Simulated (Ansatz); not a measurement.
KCl built on the rocksalt prototype, relaxed with r2SCAN in the plane-wave code Ansatz: space group Fm-3m (No. 225), cubic; a = 6.290 Å in the conventional setting, 31.10 Å³ an atom. K has 6 Cl at 3.14 Å; Cl has 6 K at 3.14 Å. The cell was then strained (x, y and z are the cube axes), with the atoms relaxed again; stress is positive in compression. Spin-unpolarised throughout; all numbers are computed.

- Uniaxial -1.81 % along x, other directions held: r2SCAN's stress changes by +0.95 GPa along the strain and +0.11 GPa across it.
- Isotropic -0.5 % on every length: the pressure changes by +0.30 GPa, and the HSE06 gap (Γ) goes from 6.505 to 6.561 eV.
- Epitaxial strain of +2.0 % in the (001) plane: the free normal strain is -0.44 % and the in-plane stress changes by -0.87 GPa.
- Uniaxial strain of -1.87 % along [111], atoms relaxed: the xy stress changes by +0.076 GPa.

**Question.** Estimate C₁₁, C₁₂ and the bulk modulus from the uniaxial step.

**Answer.** With compression positive, C₁₁ ≈ −Δσ∥/ε = (-0.95)/(-0.0181) = 52 GPa and C₁₂ ≈ (-0.11)/(-0.0181) = 6 GPa; B = (C₁₁ + 2C₁₂)/3 = 22 GPa. A one-sided step carries third-order terms: it reads high by some per cent.

**Question.** What bulk modulus does the isotropic step give?

**Answer.** Δ ln V = 3 ln(0.9950) = -0.0150, so B ≈ −ΔP/Δ ln V = 20 GPa, against 22 GPa from C₁₁ and C₁₂; one-sided steps of finite size carry third-order terms.

**Question.** Give the volume deformation potential of that gap and its pressure coefficient.

**Answer.** a_V = ΔE_g/Δ ln V = (+0.056)/(-0.0150) = -3.72 eV; dE_g/dP = −a_V/B = +187 meV/GPa, with HSE06's gap and r2SCAN's modulus.

**Question.** What do the film's normal strain and stress say about the elastic constants?

**Answer.** ε⊥/ε∥ = (-0.0044)/(+0.0200) = -0.22, which linear elasticity sets to −2C₁₂/C₁₁ = -0.23 from the uniaxial step. The biaxial modulus is M = −Δσ/ε∥ = 44 GPa (C₁₁ + C₁₂ − 2C₁₂²/C₁₁ = 57 GPa).

**Question.** How much elastic energy does the film store, with 31.10 Å³ an atom?

**Answer.** u = M ε∥² = −Δσ ε∥ = +0.87 × (+0.0200) = 0.0174 GPa, and 1 GPa Å³ is 6.2415 meV: 3.38 meV an atom. The total energies of the two runs differ by 3.38 meV an atom.

**Question.** Estimate C₄₄.

**Answer.** A strain ε along [111] has ε_xy = ε/3 = -0.00623, an engineering shear of 2ε/3, so C₄₄ ≈ −Δσ_xy/(2ε/3) = 6 GPa, atoms relaxed.

The meshes of the hybrids are coarse, so their gaps aren't converged to the digits shown.
